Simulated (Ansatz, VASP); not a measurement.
## One calculation of AgCl, two programs

The input INCAR:

```
ALGO     = Normal         # electronic algorithm
EDIFF    = 1E-6           # SCF threshold, eV
EDIFFG   = -0.005         # ionic threshold
ENCUT    = 600            # plane-wave cutoff, eV
IBRION   = 2              # ionic algorithm
ISIF     = 3              # what is computed and relaxed
ISMEAR   = 0              # smearing method
LASPH    = True           # aspherical terms in the spheres
LCHARG   = False          # write CHGCAR
LREAL    = False          # projectors in reciprocal space
LWAVE    = False          # write WAVECAR
NELM     = 100            # most SCF steps
NSW      = 100            # ionic steps
PREC     = Accurate       # precision mode
SIGMA    = 0.02           # smearing width, eV
```

Contents of KPOINTS:

```
k-points
0
Gamma
  10 10 10
```

File POSCAR:

```
AgCl
1.0
    0.0000000000      2.6773114500      2.6773114500
    2.6773114500      0.0000000000      2.6773114500
    2.6773114500      2.6773114500      0.0000000000
Ag Cl
1 1
Direct
    0.5000000000      0.5000000000      0.5000000000
    0.0000000000      0.0000000000      0.0000000000
```

Input for Ansatz:

```yaml
crystal:
  lattice:
    - [0.0, 2.67731145, 2.67731145]
    - [2.67731145, 0.0, 2.67731145]
    - [2.67731145, 2.67731145, 0.0]
  atoms:
    - { symbol: Ag, position: [0.5, 0.5, 0.5] }
    - { symbol: Cl, position: [0.0, 0.0, 0.0] }
basis:
  ecutwfc: 420
kpoints:
  mp_grid: { grid: [10, 10, 10] }
hamiltonian:
  xc: lda
scf:
  occupations: { method: gaussian, width: 0.02 }
output:
  forces: true
  stress: true
  eigenvalues: true
  write_density: true
  write_potential: true
  elf: true
  volumetric_format: npy
relax:
  adjacent_minimum: "off"
  f_tol: 0.005
  max_steps: 80
  cell: { stress_tol: 0.05 }
```

Alike in both runs: task relaxation of cell and atoms; functional LDA; k mesh 10 × 10 × 10; occupations gaussian, width 0.02 eV; no spin polarisation.

|  | VASP | Ansatz |
| --- | --- | --- |
| version | VASP 6.6.1 | Ansatz 0.2.0 |
| potentials or method | VASP PAW LDA potentials, release 64 (Ag, Cl) | scalar-relativistic, plane waves, PAW |
| plane-wave cutoff (eV) | 600 | 420 |
| valence electrons in the cell | 18 | 26 |

|  | VASP | Ansatz | Ansatz less VASP |
| --- | --- | --- | --- |
| gap on the k mesh at the Fermi level, each at its own relaxed structure (eV) | 0.66 | 0.63 | -0.029 |
| relaxed volume (Å³/atom) | 19.19 | 19.19 | 0.000 |
| relaxed cell length with the largest relative difference (Å) | 3.786 | 3.786 | 0.0000 |

The two sets of potentials don't hold the same shells in valence.

Caveats: the relaxation stopped at its first step, so nothing moved. A k mesh can miss the band edges.
